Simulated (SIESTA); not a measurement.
Ru:

```
CELL_PARAMETERS angstrom
2.70580 0.00000 0.00000
-1.35290 2.34329 0.00000
0.00000 0.00000 4.28190
ATOMIC_POSITIONS crystal
Ru 0.66667 0.33333 0.75000
Ru 0.33333 0.66667 0.25000
```

Base run:

```yaml
Program: SIESTA 5.4.2
Functional: PBE
Potentials_or_basis: PseudoDojo 0.4 standard (PBE files)
Basis: DZDP (energy shift 0.01 Ry)
Grid_cutoff: 800 Ry
Energy_shift: 0.01 Ry
k_mesh: 11 × 11 × 6
Occupations: fermi-dirac, width 0.05 eV
Spin: no spin polarisation
```

Its results: band gap on the k mesh none (metal or under the smearing width); pressure 4.7 GPa.

Question: The run is repeated on the same cell with these changes: basis from DZDP (energy shift 0.01 Ry) to DZ (energy shift 0.01 Ry). What comes out?

Answer: Band gap on the k mesh none (metal or under the smearing width); pressure -7.3 GPa.

Caveats: semicore shells carry a single zeta, which can move pressures by several GPa and volumes by a few percent; the basis of atomic orbitals isn't converged, which shifts pressures, moduli and gaps; the basis has no polarisation orbitals (some runs).
